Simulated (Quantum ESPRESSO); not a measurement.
**Rh under changes of volume**

One of the cells (13.671 Å³/atom); the others are scaled copies at fixed shape and fractional positions:

```xyz
1
Lattice="0.0000 1.8979 1.8979 1.8979 0.0000 1.8979 1.8979 1.8979 0.0000" Properties=species:S:1:pos:R:3 pbc="T T T"
Rh    0.0000    0.0000    0.0000
```

* Program: Quantum ESPRESSO 7.5
* Functional: r2SCAN
* Potentials or basis: SG15 PBE 1.2
* Cutoff: 952 eV
* Density cutoff: 3810 eV
* k mesh: 9 × 9 × 9
* Occupations: fermi-dirac, width 0.05 eV
* Spin: no spin polarisation

| volume (Å³/atom) | energy over the lowest point (meV/atom) | pressure (GPa) |
| --- | --- | --- |
| 12.851 | 44.94 | 19.6 |
| 13.125 | 18.03 | 11.9 |
| 13.398 | 3.52 | 5.0 |
| 13.671 | 0.00 | -1.0 |
| 13.945 | 6.21 | -6.3 |
| 14.218 | ? | ? |
| 14.492 | 43.33 | -15.2 |

Question: What does the run at 14.218 Å³/atom give?

Answer: Energy over the lowest point 20.97 meV/atom; pressure -11.0 GPa.

Worked out: A Birch-Murnaghan fit of order 3 (a polynomial in V^(-2/3)) to the other rows has its minimum at 13.63 Å³/atom with B0 = V·E''(V) = 289 GPa and B' = 5.1. It gives 20.93 meV/atom at 14.218 Å³/atom, against the run's 20.97, and -dE/dV = -11.0 GPa, against -11.0.

Energies are extrapolated to zero smearing.

Caveats: the potentials were made for another functional, which shifts forces and pressure.
